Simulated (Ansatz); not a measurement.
The system is Ga.

```xyz
2
Lattice="1.3830 -4.0265 0.0000 1.3830 4.0265 0.0000 -0.1174 0.0000 3.3299" Properties=species:S:1:pos:R:3 pbc="T T T"
Ga    1.2949    2.9716    2.4974
Ga    1.3536   -2.9716    0.8325
```

This isn't the form of Ga at room conditions, which is orthorhombic.

| Property | Result |
| --- | --- |
| Program | Ansatz 0.2.0 |
| Task | single point |
| Functional | PBEsol |
| Potentials or basis | Ansatz PAW |
| Cutoff | 420 eV (not typed: the program's choice for these potentials) |
| k mesh | 10 × 10 × 8 |
| Occupations | fermi-dirac, width 0.05 eV |
| Spin | no spin polarisation |

On this cell: pressure -2.0 GPa; largest force 0.197 eV/Å; band gap on the k mesh none (metal or under the smearing width).

The same run follows on a disturbed copy (atoms moved at random, drawn with an rms of 0.05 Å):

```xyz
2
Lattice="1.3830 -4.0265 0.0000 1.3830 4.0265 0.0000 -0.1174 0.0000 3.3299" Properties=species:S:1:pos:R:3 pbc="T T T"
Ga    1.2589    2.9790    2.4919
Ga    1.3540   -2.9564    0.7880
```

Question: What does the disturbed cell give?

Answer: The energy (extrapolated to zero smearing) moves by -0.0 meV/atom; pressure -2.0 GPa; largest force 0.178 eV/Å; band gap on the k mesh none (metal or under the smearing width).

Forces on the atoms (eV/Å):
```
Ga   0.004 -0.164 -0.069
Ga  -0.004  0.164  0.069
```

Stress tensor (GPa, compression positive):
```
-1.23 -0.02  0.43
-0.02 -1.84  0.12
 0.43  0.12 -2.79
```

Caveats: the PAW data sets come from PBE, with cores solved anew for the run's functional, which leaves a small shift of forces and pressure.
